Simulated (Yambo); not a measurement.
# BN (F-43m) in Yambo: notebook

One crystal, BN, is run at these levels: PBEsol; tasks: optical spectrum.

Everything below comes from runs of Yambo 5.3.0. Logs are shortened: lines on timing, memory, paths and dates and some standing lists are left out, and cuts for length are marked.

**The experiment to reproduce.**

A printed reference work, monograph reports, for a bulk crystal of BN at 300 K: band gap 6.4 eV (indirect).

The results are compared with them further down.

## (1) Starting point

Symmetry: F-43m, No. 216, cubic system. Conventional cell: a = 3.626 Å, b = 3.626 Å, c = 3.626 Å, α = 90.00°, β = 90.00°, γ = 90.00°. N (site symmetry -43m) has 4 B at 1.57 Å as nearest neighbours. B (site symmetry -43m) has 4 N at 1.57 Å as nearest neighbours.

The cell is a database's computed one.

## (2) Optical spectrum, PBEsol

The input, optics4.in:

```
optics
chi
Chimod= "HARTREE"
% BndsRnXd
 1 | 29 |
%
NGsBlkXd= 4 Ry
% LongDrXd
 1 | 0 | 0 |
%
% QpntsRXd
 1 | 1 |
%
% EnRngeXd
 0 | 15 | eV
%
% DmRngeXd
 0.05 | 0.05 | eV
%
ETStpsXd= 150
```

The input, scf.in:

```
&CONTROL
  calculation = 'scf'
  prefix = 'pwscf'
  outdir = './tmp'
  pseudo_dir = './pseudo'
/
&SYSTEM
  ibrav = 0
  nat = 2
  ntyp = 2
  ecutwfc = 84
  nbnd = 9
  occupations = 'smearing'
  smearing = 'fd'
  degauss = 0.00367493
  force_symmorphic = .true.
/
&ELECTRONS
  conv_thr = 4d-10
  electron_maxstep = 120
  mixing_beta = 0.5
/
ATOMIC_SPECIES
N     14.0070 N.upf
B     10.8100 B.upf
CELL_PARAMETERS bohr
   0.0000000000    3.4260753537    3.4260753537
   3.4260753537    0.0000000000    3.4260753537
   3.4260753537    3.4260753537    0.0000000000
ATOMIC_POSITIONS bohr
N      1.7130376768    1.7130376768    1.7130376768
B      0.0000000000    0.0000000000    0.0000000000
K_POINTS automatic
20 20 20 0 0 0
```

The input, nscf.in:

```
&CONTROL
  calculation = 'nscf'
  prefix = 'pwscf'
  outdir = './tmp'
  pseudo_dir = './pseudo'
/
&SYSTEM
  ibrav = 0
  nat = 2
  ntyp = 2
  ecutwfc = 84
  nbnd = 34
  occupations = 'fixed'
  force_symmorphic = .true.
/
&ELECTRONS
  conv_thr = 1d-08
  diago_full_acc = .true.
  diago_thr_init = 1d-06
/
ATOMIC_SPECIES
N     14.0070 N.upf
B     10.8100 B.upf
CELL_PARAMETERS bohr
   0.0000000000    3.4260753537    3.4260753537
   3.4260753537    0.0000000000    3.4260753537
   3.4260753537    3.4260753537    0.0000000000
ATOMIC_POSITIONS bohr
N      1.7130376768    1.7130376768    1.7130376768
B      0.0000000000    0.0000000000    0.0000000000
K_POINTS automatic
20 20 20 0 0 0
```

Potentials or basis: PseudoDojo 0.4.1 SR PBEsol standard.

Command:

```sh
> OMP_NUM_THREADS=1 pw.x -in scf.in > scf.out
> OMP_NUM_THREADS=1 pw.x -in nscf.in > nscf.out
> cd tmp/pwscf.save; p2y; mv SAVE ../..; cd ../..
> OMP_NUM_THREADS=1 yambo
> OMP_NUM_THREADS=1 yambo -F optics4.in -J optics4 -C optics4_out
```

Yambo's report:

```text
[... sections 02.01 to 02.04 as in the set-up run ...]

  [02.05] Energies & Occupations
  ==============================

  [X] === General ===
  [X] Electronic Temperature                        :  0.000000  0.000000 [eV K]
  [X] Bosonic    Temperature                        :  0.000000  0.000000 [eV K]
  [X] Finite Temperature mode                       : no
  [X] El. density                                   :  0.67122E+24 [cm-3]
  [X] Fermi Level                                   :  10.98222 [eV]

  [X] === Gaps and Widths ===
  [X] Conduction Band Min                           :  4.330548 [eV]
  [X] Valence Band Max                              :  0.000000 [eV]
  [X] Filled Bands                                  :   4
  [X] Empty Bands                                   :    5   34
  [X] Direct Gap                                    :  8.782913 [eV]
  [X] Direct Gap localized at k                     :  1
  [X] Indirect Gap                                  :  4.330548 [eV]
  [X] Indirect Gap between kpts                     :    1  111
  [X] Last valence band width                       :  6.518577 [eV]
  [X] 1st conduction band width                     :  6.151888 [eV]

 [03] Transferred momenta grid and indexing
 ==========================================

 IBZ Q-points                                      :  256
 BZ  Q-points                                      :   8000

 K/Q-points units:
 rlu = crystal or reduced units; cc = cartesian coordinates; iku = interal k-units

 Q [  1]        [rlu]:  0.000000  0.000000  0.000000
 Q [  2]        [rlu]:  0.17843E-18  0.17843E-18  0.50000E-01
 Q [  3]        [rlu]:  0.35687E-18  0.35687E-18  0.10000
 Q [  4]        [rlu]: -0.17768E-16 -0.17768E-16  0.15000
 Q [  5]        [rlu]:  0.71373E-18  0.71373E-18  0.20000
 Q [  6]        [rlu]: -0.35334E-17 -0.35334E-17  0.25000
[... 42 lines left out ...]
 Q [ 49]        [rlu]:  0.49181E-17  0.15000      0.20000
 Q [ 50]        [rlu]:  0.16136E-17  0.15000      0.25000

 Remaining 206 points informations can be written running with -fatlog

 [WARNING] [Xd] User bands 1-29 break level degeneracy

 [04] Dipoles
 ============

  [04.01] Setup: observables and procedures
  =========================================

  [WF-Oscillators/G space/Transverse up loader] Normalization (few states)  min/max  :  0.98131E-17   1.0000

  [WR./optics4//ndb.dipoles]------------------------------------------------------
   Brillouin Zone Q/K grids (IBZ/BZ)                :    256   8000    256   8000
   RL vectors                                       :  1471 [WF]
   Fragmentation                                    : yes
   Electronic Temperature                           :  0.000000 [K]
   Bosonic    Temperature                           :  0.000000 [K]
   DIP band range                                   :   1  29
   DIP band range limits                            :   4   5
   DIP e/h energy range                             : -1.000000 -1.000000 [eV]
   RL vectors in the sum                            :  1471
   [r,Vnl] included                                 : yes
   Bands ordered                                    : yes
   Direct v evaluation                              : no
   Approach used                                    : G-space v
   Dipoles computed                                 : R V P [G-space]
   Wavefunctions                                    : Perdew, Burke & Ernzerhof SOL(X)+Perdew, Burke & Ernzerhof SOL(C)

  [WARNING] [r,Vnl^pseudo] included in position and velocity dipoles.

  [WARNING] In case H contains other non local terms, these are neglected

 [05] Optics
 ===========

 [X-CG] R(p) Tot o/o(of R):    22757   800000      100
```

Run time: 58 s. Hardware: 1 thread of Intel Xeon 6975P-C (Granite Rapids), shared host; peak memory 0.99 GiB.

Results:

```yaml
Band_gap_on_the_k_mesh_mean-field_level: 4.33 eV, indirect (least direct gap 8.78 eV)
Absorption_peak: 12.08 eV
Electronic_dielectric_constant_along_the_field: 4.47
Electronic_dielectric_constant_along_the_field_independent_particles: 4.72
```

Dielectric function (along the field direction of the input):
```
energy (eV)  real part  imaginary part
       0.30       4.48            0.01
       0.81       4.49            0.01
       1.31       4.51            0.01
       1.81       4.55            0.01
       2.32       4.60            0.01
       2.82       4.66            0.02
       3.32       4.74            0.02
       3.83       4.84            0.02
       4.33       4.96            0.02
       4.83       5.10            0.02
       5.34       5.28            0.03
       5.84       5.50            0.03
       6.34       5.77            0.04
       6.85       6.12            0.04
       7.35       6.58            0.06
       7.85       7.22            0.08
       8.36       8.25            0.14
       8.86      10.41            1.36
       9.36      10.53            4.28
       9.87       8.41            7.92
      10.37       9.18            5.58
      10.87       7.66            7.06
      11.38      10.62           12.14
      11.88       7.25           14.04
      12.38      -0.78           11.75
      12.89      -3.17            7.41
      13.39      -0.74            7.10
      13.89      -3.53            5.64
      14.40      -0.15            5.97
      15.00      -2.40            4.67
```

Caveat: these spectra lack excitons.

## (3) Optical spectrum, PBEsol

The input, optics5.in:

```
optics
chi
tddft
Chimod= "LRC"
% BndsRnXd
 1 | 29 |
%
NGsBlkXd= 3 Ry
% LongDrXd
 1 | 1 | 0 |
%
% QpntsRXd
 1 | 1 |
%
% EnRngeXd
 0 | 15 | eV
%
% DmRngeXd
 0.2 | 0.2 | eV
%
ETStpsXd= 150
LRC_alpha= -1.0
```

scf.in is that of step 2.

nscf.in is that of step 2.

Potentials or basis: PseudoDojo 0.4.1 SR PBEsol standard.

Command:

```sh
> OMP_NUM_THREADS=1 pw.x -in scf.in > scf.out
> OMP_NUM_THREADS=1 pw.x -in nscf.in > nscf.out
> cd tmp/pwscf.save; p2y; mv SAVE ../..; cd ../..
> OMP_NUM_THREADS=1 yambo
> OMP_NUM_THREADS=1 yambo -F optics5.in -J optics5 -C optics5_out
```

Yambo's report:

```text
[... sections 02.01 to 02.04 as in the set-up run ...]

  [02.05] Energies & Occupations
  ==============================

  [X] === General ===
  [X] Electronic Temperature                        :  0.000000  0.000000 [eV K]
  [X] Bosonic    Temperature                        :  0.000000  0.000000 [eV K]
  [X] Finite Temperature mode                       : no
  [X] El. density                                   :  0.67122E+24 [cm-3]
  [X] Fermi Level                                   :  10.98222 [eV]

  [X] === Gaps and Widths ===
  [X] Conduction Band Min                           :  4.330548 [eV]
  [X] Valence Band Max                              :  0.000000 [eV]
  [X] Filled Bands                                  :   4
  [X] Empty Bands                                   :    5   34
  [X] Direct Gap                                    :  8.782913 [eV]
  [X] Direct Gap localized at k                     :  1
  [X] Indirect Gap                                  :  4.330548 [eV]
  [X] Indirect Gap between kpts                     :    1  111
  [X] Last valence band width                       :  6.518577 [eV]
  [X] 1st conduction band width                     :  6.151888 [eV]

 [03] Transferred momenta grid and indexing
 ==========================================

 IBZ Q-points                                      :  256
 BZ  Q-points                                      :   8000

 K/Q-points units:
 rlu = crystal or reduced units; cc = cartesian coordinates; iku = interal k-units

 Q [  1]        [rlu]:  0.000000  0.000000  0.000000
 Q [  2]        [rlu]:  0.17843E-18  0.17843E-18  0.50000E-01
 Q [  3]        [rlu]:  0.35687E-18  0.35687E-18  0.10000
 Q [  4]        [rlu]: -0.17768E-16 -0.17768E-16  0.15000
 Q [  5]        [rlu]:  0.71373E-18  0.71373E-18  0.20000
 Q [  6]        [rlu]: -0.35334E-17 -0.35334E-17  0.25000
[... 42 lines left out ...]
 Q [ 49]        [rlu]:  0.49181E-17  0.15000      0.20000
 Q [ 50]        [rlu]:  0.16136E-17  0.15000      0.25000

 Remaining 206 points informations can be written running with -fatlog

 [WARNING] [Xd] User bands 1-29 break level degeneracy

 [04] Dipoles
 ============

  [04.01] Setup: observables and procedures
  =========================================

  [WF-Oscillators/G space/Transverse up loader] Normalization (few states)  min/max  :  0.98131E-17   1.0000

  [WR./optics5//ndb.dipoles]------------------------------------------------------
   Brillouin Zone Q/K grids (IBZ/BZ)                :    256   8000    256   8000
   RL vectors                                       :  1471 [WF]
   Fragmentation                                    : yes
   Electronic Temperature                           :  0.000000 [K]
   Bosonic    Temperature                           :  0.000000 [K]
   DIP band range                                   :   1  29
   DIP band range limits                            :   4   5
   DIP e/h energy range                             : -1.000000 -1.000000 [eV]
   RL vectors in the sum                            :  1471
   [r,Vnl] included                                 : yes
   Bands ordered                                    : yes
   Direct v evaluation                              : no
   Approach used                                    : G-space v
   Dipoles computed                                 : R V P [G-space]
   Wavefunctions                                    : Perdew, Burke & Ernzerhof SOL(X)+Perdew, Burke & Ernzerhof SOL(C)

  [WARNING] [r,Vnl^pseudo] included in position and velocity dipoles.

  [WARNING] In case H contains other non local terms, these are neglected

 [05] Optics
 ===========

 [X-CG] R(p) Tot o/o(of R):    22757   800000      100
```

o-optics5.eps_q1_inv_LRC_dyson:

```text
# Absorption @ Q(1):  0.707106781     0.707106781      0.00000000    [q->0 direction]
#
# [ X ] Hartree size                              :  15
# [GEN] GF Energies                               : Perdew, Burke & Ernzerhof SOL(X)+Perdew, Burke & Ernzerhof SOL(C)
# [GEN] Green`s Function                          : T-ordered
#
# [GEN] Gauge                                     : Length
# [GEN] [r,Vnl] included                          : yes
#
#    E[1] [eV]          Im(eps)            Re(eps)            Im(eps_o)          Re(eps_o)
#
        0.000000           0.105639           5.919365           0.058796           4.721076
        0.100671           0.105667           5.919812           0.058809           4.721324
        0.201342           0.105752           5.921156           0.058848           4.722067
        0.302013           0.105895           5.923397           0.058912           4.723307
        0.402685           0.106094           5.926538           0.059002           4.725044
        0.503356           0.106352           5.930583           0.059118           4.727280
[... 142 lines left out ...]
        14.89933           3.197060          -2.473099           5.567941          -2.425187
        15.00000           3.111420          -2.392153           5.352986          -2.369789
#
```

Wall time 55 s (1 thread of Intel Xeon 6975P-C (Granite Rapids), shared host); peak memory 0.99 GiB.

What came out:

| Quantity | Value |
| --- | --- |
| Band gap on the k mesh, mean-field level | 4.33 eV, indirect (least direct gap 8.78 eV) |
| Absorption peak | 9.26 eV |
| Electronic dielectric constant along the field | 5.92 |
| Electronic dielectric constant along the field, independent particles | 4.72 |

Dielectric function (along the field direction of the input):
| energy (eV) | real part | imaginary part |
| --- | --- | --- |
| 0.30 | 5.92 | 0.11 |
| 1.01 | 5.96 | 0.11 |
| 1.81 | 6.07 | 0.12 |
| 2.62 | 6.24 | 0.13 |
| 3.32 | 6.47 | 0.14 |
| 4.13 | 6.83 | 0.17 |
| 4.93 | 7.35 | 0.22 |
| 5.64 | 8.00 | 0.28 |
| 6.44 | 9.14 | 0.42 |
| 7.25 | 11.09 | 0.74 |
| 7.95 | 14.56 | 1.63 |
| 8.76 | 25.15 | 12.63 |
| 9.56 | 1.10 | 23.95 |
| 10.27 | -1.65 | 14.95 |
| 11.07 | -4.43 | 11.88 |
| 11.88 | -5.96 | 7.49 |
| 12.58 | -4.53 | 4.70 |
| 13.39 | -2.91 | 4.09 |
| 14.19 | -2.16 | 3.41 |
| 15.00 | -2.39 | 3.11 |

Caveat: the long-range kernel's strength is typed, not fitted to the crystal's screening; independent-particle spectra lack excitons. A k mesh can miss the band edges.

## (4) Optical spectrum, PBEsol

The input, optics6.in:

```
optics
chi
Chimod= "IP"
% BndsRnXd
 1 | 29 |
%
% LongDrXd
 0 | 0 | 1 |
%
% QpntsRXd
 1 | 1 |
%
% EnRngeXd
 0 | 10 | eV
%
% DmRngeXd
 0.05 | 0.05 | eV
%
ETStpsXd= 300
Gauge= "velocity"
```

scf.in is that of step 3.

nscf.in is that of step 3.

Potentials or basis: PseudoDojo 0.4.1 SR PBEsol standard.

Command:

```sh
> OMP_NUM_THREADS=1 pw.x -in scf.in > scf.out
> OMP_NUM_THREADS=1 pw.x -in nscf.in > nscf.out
> cd tmp/pwscf.save; p2y; mv SAVE ../..; cd ../..
> OMP_NUM_THREADS=1 yambo
> OMP_NUM_THREADS=1 yambo -F optics6.in -J optics6 -C optics6_out
```

Yambo's report:

```text
[... sections 02.01 to 02.04 as in the set-up run ...]

  [02.05] Energies & Occupations
  ==============================

  [X] === General ===
  [X] Electronic Temperature                        :  0.000000  0.000000 [eV K]
  [X] Bosonic    Temperature                        :  0.000000  0.000000 [eV K]
  [X] Finite Temperature mode                       : no
  [X] El. density                                   :  0.67122E+24 [cm-3]
  [X] Fermi Level                                   :  10.98222 [eV]

  [X] === Gaps and Widths ===
  [X] Conduction Band Min                           :  4.330548 [eV]
  [X] Valence Band Max                              :  0.000000 [eV]
  [X] Filled Bands                                  :   4
  [X] Empty Bands                                   :    5   34
  [X] Direct Gap                                    :  8.782913 [eV]
  [X] Direct Gap localized at k                     :  1
  [X] Indirect Gap                                  :  4.330548 [eV]
  [X] Indirect Gap between kpts                     :    1  111
  [X] Last valence band width                       :  6.518577 [eV]
  [X] 1st conduction band width                     :  6.151888 [eV]

 [03] Transferred momenta grid and indexing
 ==========================================

 IBZ Q-points                                      :  256
 BZ  Q-points                                      :   8000

 K/Q-points units:
 rlu = crystal or reduced units; cc = cartesian coordinates; iku = interal k-units

 Q [  1]        [rlu]:  0.000000  0.000000  0.000000
 Q [  2]        [rlu]:  0.17843E-18  0.17843E-18  0.50000E-01
 Q [  3]        [rlu]:  0.35687E-18  0.35687E-18  0.10000
 Q [  4]        [rlu]: -0.17768E-16 -0.17768E-16  0.15000
 Q [  5]        [rlu]:  0.71373E-18  0.71373E-18  0.20000
 Q [  6]        [rlu]: -0.35334E-17 -0.35334E-17  0.25000
[... 42 lines left out ...]
 Q [ 49]        [rlu]:  0.49181E-17  0.15000      0.20000
 Q [ 50]        [rlu]:  0.16136E-17  0.15000      0.25000

 Remaining 206 points informations can be written running with -fatlog

 [WARNING] [Xd] User bands 1-29 break level degeneracy

 [04] Dipoles
 ============

  [04.01] Setup: observables and procedures
  =========================================

  [WF-Oscillators/G space/Transverse up loader] Normalization (few states)  min/max  :  0.98131E-17   1.0000

  [WR./optics6//ndb.dipoles]------------------------------------------------------
   Brillouin Zone Q/K grids (IBZ/BZ)                :    256   8000    256   8000
   RL vectors                                       :  1471 [WF]
   Fragmentation                                    : yes
   Electronic Temperature                           :  0.000000 [K]
   Bosonic    Temperature                           :  0.000000 [K]
   DIP band range                                   :   1  29
   DIP band range limits                            :   4   5
   DIP e/h energy range                             : -1.000000 -1.000000 [eV]
   RL vectors in the sum                            :  1471
   [r,Vnl] included                                 : yes
   Bands ordered                                    : yes
   Direct v evaluation                              : no
   Approach used                                    : G-space v
   Dipoles computed                                 : R V P [G-space]
   Wavefunctions                                    : Perdew, Burke & Ernzerhof SOL(X)+Perdew, Burke & Ernzerhof SOL(C)

  [WARNING] [r,Vnl^pseudo] included in position and velocity dipoles.

  [WARNING] In case H contains other non local terms, these are neglected

 [05] Optics
 ===========

 [X-CG] R(p) Tot o/o(of R):    22757   800000      100
```

o-optics6.eps_q1_ip:

```text
# Absorption @ Q(1):   0.00000000      0.00000000      1.00000000    [q->0 direction]
#
# [ X ] Hartree size                              :  1
# [GEN] GF Energies                               : Perdew, Burke & Ernzerhof SOL(X)+Perdew, Burke & Ernzerhof SOL(C)
# [GEN] Green`s Function                          : T-ordered
#
# [GEN] Gauge                                     : Velocity
# [GEN] [r,Vnl] included                          : yes
#
#    E[1] [eV]          Im(eps)            Re(eps)
#
        0.272114E-8        0.014703           4.721995
        0.033445           0.014703           4.722022
        0.066890           0.014704           4.722104
        0.100334           0.014706           4.722241
        0.133779           0.014709           4.722433
        0.167224           0.014712           4.722679
[... 292 lines left out ...]
        9.966555           6.264150           9.697064
        10.00000           6.599792           10.66742
#
```

Wall time 50 s (1 thread of Intel Xeon 6975P-C (Granite Rapids), shared host); peak memory 0.35 GiB.

What came out:

| Quantity | Value |
| --- | --- |
| Band gap on the k mesh, mean-field level | 4.33 eV, indirect (least direct gap 8.78 eV) |
| Absorption peak | 9.83 eV |
| Electronic dielectric constant along the field | 4.72 |

Dielectric function (along the field direction of the input):
```tsv
energy (eV)	real part	imaginary part
0.27	4.72	0.01
0.50	4.73	0.01
0.74	4.74	0.01
1.00	4.75	0.02
1.24	4.76	0.02
1.51	4.78	0.02
1.74	4.80	0.02
2.01	4.82	0.02
2.24	4.85	0.02
2.51	4.88	0.02
2.74	4.92	0.02
3.01	4.96	0.02
3.24	5.00	0.02
3.51	5.06	0.02
3.75	5.11	0.02
3.98	5.16	0.02
4.25	5.24	0.02
4.48	5.30	0.02
4.75	5.39	0.02
4.98	5.48	0.03
5.25	5.58	0.03
5.48	5.69	0.03
5.75	5.82	0.03
5.99	5.95	0.04
6.25	6.11	0.04
6.49	6.27	0.04
6.76	6.48	0.05
6.99	6.70	0.05
7.22	6.94	0.06
7.49	7.26	0.07
7.73	7.61	0.09
7.99	8.09	0.11
8.23	8.63	0.14
8.49	9.51	0.21
8.73	10.87	0.54
9.00	11.38	2.17
9.23	13.33	3.64
9.50	12.94	4.17
9.73	12.82	7.62
10.00	10.67	6.60
```

Caveat: independent-particle spectra lack excitons. A k mesh can miss the band edges.

(Part 1 of 2 ends here.)
